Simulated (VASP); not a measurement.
## A VASP 6.6.1 single-point calculation on GaN

INCAR

```
SIGMA = 0.5
NSW = 0
PREC = Accurate
ISMEAR = -1
EDIFF = 1E-7
LASPH = .TRUE.
NBANDS = 16
METAGGA = R2SCAN
LWAVE = .FALSE.
NELM = 80
IBRION = -1
ALGO = Normal
ENCUT = 520
LREAL = .FALSE.
LCHARG = .FALSE.
ISIF = 2
```

KPOINTS

```
KPOINTS created by Atomic Simulation Environment
0
Gamma
10 10 10
0 0 0
```

POSCAR

```
Ga N
 1.0000000000000000
     0.0000000000000000    2.2039734903000001    2.2039734903000001
     2.2039734903000001    0.0000000000000000    2.2039734903000001
     2.2039734903000001    2.2039734903000001    0.0000000000000000
 Ga  N
   1   1
Cartesian
  0.0000000000000000  0.0000000000000000  0.0000000000000000
  1.1019867451500001  1.1019867451500001  1.1019867451500001
```

The recommended PBE PAW datasets give the neutral cell 18 valence electrons.

Command

```
mpirun -np 1 vasp_std
```

OSZICAR

```
N       E                     dE             d eps       ncg     rms          rms(c)
DAV:   1     0.707344046690E+02    0.70734E+02   -0.95368E+03  1688   0.212E+03
DAV:   2    -0.212126422466E+02   -0.91947E+02   -0.86018E+02  1736   0.337E+02
DAV:   3    -0.267610190625E+02   -0.55484E+01   -0.55271E+01  1704   0.716E+01
DAV:   4    -0.268254623444E+02   -0.64443E-01   -0.64435E-01  1936   0.803E+00
DAV:   5    -0.268262544961E+02   -0.79215E-03   -0.79214E-03  1752   0.792E-01    0.744E+00
DAV:   6    -0.217558367570E+02    0.50704E+01   -0.35132E+00  2296   0.428E+01    0.254E+00
DAV:   7    -0.218267128771E+02   -0.70876E-01   -0.50670E-01  1672   0.727E+00    0.179E+00
DAV:   8    -0.218371232390E+02   -0.10410E-01   -0.32701E-02  2040   0.488E+00    0.260E-01
DAV:   9    -0.218360060039E+02    0.11172E-02   -0.11422E-02  2192   0.269E+00    0.132E-01
DAV:  10    -0.218360973272E+02   -0.91323E-04   -0.84013E-04  1816   0.263E-01    0.124E-01
DAV:  11    -0.218360844401E+02    0.12887E-04   -0.82908E-05  1984   0.115E-01    0.105E-01
DAV:  12    -0.218361030268E+02   -0.18587E-04   -0.21076E-04  1888   0.152E-01    0.554E-02
DAV:  13    -0.218360953634E+02    0.76634E-05   -0.13421E-05  1768   0.652E-02    0.360E-02
DAV:  14    -0.218360948595E+02    0.50392E-06   -0.15464E-05  1936   0.612E-02    0.147E-02
DAV:  15    -0.218360954339E+02   -0.57440E-06   -0.37173E-06  2032   0.260E-02    0.734E-03
DAV:  16    -0.218360955744E+02   -0.14049E-06   -0.21651E-07  1544   0.485E-03    0.653E-03
DAV:  17    -0.218360958022E+02   -0.22777E-06   -0.65689E-07  1976   0.158E-02    0.243E-03
DAV:  18    -0.218360959113E+02   -0.10912E-06   -0.48426E-07  1888   0.894E-03    0.738E-04
DAV:  19    -0.218360958740E+02    0.37274E-07   -0.43458E-08   824   0.236E-03
   1 F= -.21836096E+02 E0= -.21823020E+02  d E =-.261519E-01
```

From OUTCAR

```
k-points           NKPTS =     47   k-points in BZ     NKDIM =     47   number of bands    NBANDS=     16

   NELECT =      18.0000    total number of electrons

   dimension x,y,z NGX =    24 NGY =   24 NGZ =   24
   dimension x,y,z NGXF=    48 NGYF=   48 NGZF=   48

  energy-cutoff  :      520.00
  volume of cell :       21.41
      direct lattice vectors                 reciprocal lattice vectors
     0.000000000  2.203973490  2.203973490    -0.226862983  0.226862983  0.226862983
     2.203973490  0.000000000  2.203973490     0.226862983 -0.226862983  0.226862983
     2.203973490  2.203973490  0.000000000     0.226862983  0.226862983 -0.226862983

 k-points in reciprocal lattice and weights: KPOINTS created by Atomic Simulation Env
   0.00000000  0.00000000  0.00000000       0.001
   0.10000000  0.00000000  0.00000000       0.008
   0.20000000  0.00000000  0.00000000       0.008
   0.30000000  0.00000000  0.00000000       0.008
   0.40000000  0.00000000  0.00000000       0.008
   0.50000000  0.00000000  0.00000000       0.004
   0.10000000  0.10000000  0.00000000       0.006
   0.20000000  0.10000000  0.00000000       0.024
   ...

 E-fermi :   7.7934

 k-point     1 :       0.0000    0.0000    0.0000
  band No.  band energies     occupation
      1     -11.5650      2.00000
      2      -8.1352      2.00000
      3      -8.1352      2.00000
      4      -8.1352      2.00000
      5      -7.7050      2.00000
      6      -7.7050      2.00000
      7       5.7650      1.96598
      8       5.7650      1.96598
      9       5.7650      1.96598
     10       8.3297      0.50983
     11      17.2114      0.00000
     12      17.2114      0.00000
     13      17.2115      0.00000
     14      25.2598      0.00000
     15      26.0340      0.00000
     16      26.0341      0.00000

 k-point     2 :       0.1000    0.0000    0.0000
  band No.  band energies     occupation
      1     -11.4399      2.00000
      2      -8.1180      2.00000
      3      -8.1180      2.00000
      4      -8.0983      2.00000
      5      -7.7066      2.00000
      6      -7.7066      2.00000
      7       4.6849      1.99602
      8       5.6459      1.97310
      9       5.6459      1.97310
     10       9.1435      0.12594
     11      16.7092      0.00000
     12      17.3959      0.00000
     13      17.3960      0.00000
     14      24.5610      0.00000
     15      24.5610      0.00000
     16      24.7448      0.00000

 k-point     3 :       0.2000    0.0000    0.0000
  band No.  band energies     occupation
      1     -11.1134      2.00000
      2      -8.0775      2.00000
      3      -8.0775      2.00000
      4      -7.9443      2.00000
      5      -7.7055      2.00000
      6      -7.7055      2.00000
      7       2.7354      1.99992
      8       5.3526      1.98494
      9       5.3527      1.98494
     10      10.2955      0.01333
     11      15.9079      0.00000
     12      17.6716      0.00000
     13      17.6717      0.00000
     14      23.5597      0.00000
     15      23.7506      0.00000
     16      23.7506      0.00000

 ...

  Total        2.0074196      2.0074196      2.0074196      0.0000000      0.0000000      0.0000000
  in kB      150.2102779    150.2102779    150.2102779      0.0000000      0.0000000      0.0000000
  external PRESSURE =     150.2102779 kB  Pullay stress =       0.0000000 kB

 POSITION                                       TOTAL-FORCE (eV/Angst)
 -----------------------------------------------------------------------------------
      0.00000      0.00000      0.00000        -0.000000      0.000000      0.000000
      1.10199      1.10199      1.10199         0.000000     -0.000000     -0.000000
 -----------------------------------------------------------------------------------
    total drift:                                0.000007      0.000007      0.000007

  FREE ENERGIE OF THE ION-ELECTRON SYSTEM (eV)
  ---------------------------------------------------
  free  energy   TOTEN  =       -21.8360958740 eV

  energy  without entropy=      -21.8099439510  energy(sigma->0) =      -21.82301991
```

It converged. Results: gap between bands v and c on the k mesh 2.56 eV; least direct gap on the k mesh 2.56 eV; pressure 15.0 GPa. Band v is the last that the valence electrons fill when counted band by band, and c is the next.

For comparison, a separate r²SCAN run of the intended cell, on usual settings and not on those above, gives a gap of 2.56 eV on its mesh and a pressure of 14.8 GPa.

The run above took about 56 s on one core of a shared host (Intel Xeon Platinum 8488C) and held 0.15 GiB at most.
